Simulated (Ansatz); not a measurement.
## K₂S: sound and stiffness along [100], [110] and [111]

Level of theory: DFT LDA, scalar-relativistic, plane waves, PAW in Ansatz. Settings: 420 eV plane-wave cutoff, Γ-centred 8×8×8 mesh, fixed occupations. No spin polarisation.

The cell is fixed (symmetry leaves no force on the atoms) and stands under 0.0 GPa:
```cif
data_structure
_symmetry_space_group_name_H-M 'Fm-3m'
_symmetry_Int_Tables_number 225
_cell_length_a 7.1908
_cell_length_b 7.1908
_cell_length_c 7.1908
_cell_angle_alpha 90.000
_cell_angle_beta 90.000
_cell_angle_gamma 90.000
_cell_volume 371.82
loop_
_atom_site_label
_atom_site_type_symbol
_atom_site_symmetry_multiplicity
_atom_site_Wyckoff_symbol
_atom_site_fract_x
_atom_site_fract_y
_atom_site_fract_z
_atom_site_occupancy
S1 S 4 a 0.00000 0.00000 0.00000 1
K1 K 8 c 0.25000 0.75000 0.75000 1
```

The cell is the ideal cubic antifluorite prototype.

With ions relaxed, on the cubic axes: C11 = 39.6, C12 = 15.5, C44 = 9.8 GPa. The density is 1.970 g/cm³. Zone-centre modes weren't checked beside this run.

Task: Is the crystal stable against strain, and how anisotropic is it?

Result: Born's conditions hold: C11 + 2C12 = 70.6, C11 − C12 = 24.1 and C44 = 9.8 GPa are all positive. B = (C11 + 2C12)/3 = 23.5 GPa. The two shear moduli are C44 and C′ = (C11 − C12)/2 = 12.1 GPa, so Zener's ratio is A = C44/C′ = 0.81: the shear C44 is the soft one, as in NaCl, KCl, the halide perovskites and the bcc metals V, Nb, Cr and Mo. The Cauchy pressure C12 − C44 is 5.7 GPa; it would vanish for pair forces between atoms on inversion centres at zero pressure, and a positive value is usual with metallic or many-body binding, and where atoms off inversion centres relax under shear, which lowers C44.

Task: Give the sound speeds along the three symmetry directions.

Result: The Christoffel equation gives ρv² for each branch:
```csv
direction,branch,ρv²,GPa,v (m/s)
[100],L,C11,39.6,4485
[100],T (×2),C44,9.8,2228
[110],L,(C11 + C12 + 2C44)/2,37.3,4353
[110],"T, u ∥ [001]",C44,9.8,2228
[110],"T, u ∥ [1-10]",(C11 − C12)/2,12.1,2476
[111],L,(C11 + 2C12 + 4C44)/3,36.6,4308
[111],T (×2),(C11 − C12 + C44)/3,11.3,2396
```

Task: How does Young's modulus depend on direction?

Result: Inverting gives S11 = 32.329, S12 = -9.079, S44 = 102.249 TPa⁻¹. Along a unit vector (l, m, n), 1/E = S11 − 2(S11 − S12 − S44/2)(l²m² + m²n² + n²l²), where the last bracket is 0, 1/4 and 1/3 for [100], [110] and [111]: E = 31, 27 and 26 GPa. With A < 1 the cube edge is stiffest. For a film on (001), the biaxial modulus is C11 + C12 − 2C12²/C11 = 43 GPa and the normal strain is −2C12/C11 = -0.78 times the in-plane one.